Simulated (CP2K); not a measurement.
The system is Pb.

```
Pb
1.0
     3.50021    0.00000    0.00000
     1.75010    3.03127    0.00000
     1.75010    1.01042    2.85791
Pb
1
Direct
  0.00000 0.00000 0.00000
```

Program: CP2K 2026.2. Alike in all runs: task band structure; no spin polarisation; cell as given; k mesh 9 × 9 × 9.

Task: Order these runs on this cell by their pressure, lowest first.
A. level LDA; potentials or basis GTH_POTENTIALS Pb GTH-PADE-q4; TZVP-MOLOPT-PBE-GTH basis; smearing fermi-dirac 0.0259 eV; NGRIDS 5; basis sets Pb TZVP-MOLOPT-PBE-GTH-q4; potentials Pb GTH-PADE-q4 of GTH_POTENTIALS; points a segment of the path (NPOINTS) 8; bands added on the path 2
B. level r2SCAN; potentials or basis POTENTIAL_UZH Pb GTH-SCAN-q4; TZVP-MOLOPT-SCAN-GTH basis; smearing fermi-dirac 0.05 eV; NGRIDS 5; basis sets Pb TZVP-MOLOPT-SCAN-GTH-q4; potentials Pb GTH-SCAN-q4 of POTENTIAL_UZH; points a segment of the path (NPOINTS) 10; bands added on the path 6
C. level PBEsol; potentials or basis POTENTIAL_UZH Pb GTH-PBE-q4; TZVP-MOLOPT-PBE-GTH basis; smearing fermi-dirac 0.05 eV; NGRIDS 4; basis sets Pb TZVP-MOLOPT-PBE-GTH-q4; potentials Pb GTH-PBE-q4 of POTENTIAL_UZH; points a segment of the path (NPOINTS) 10; bands added on the path 2

Result: A (-3.2 GPa), B (-0.3 GPa), C (2.5 GPa).

Caveats: the basis of atomic orbitals isn't converged, which shifts pressures, moduli and gaps; the potentials were made for another functional, which shifts forces and pressure (some runs).

Not every run made on this cell is shown here.
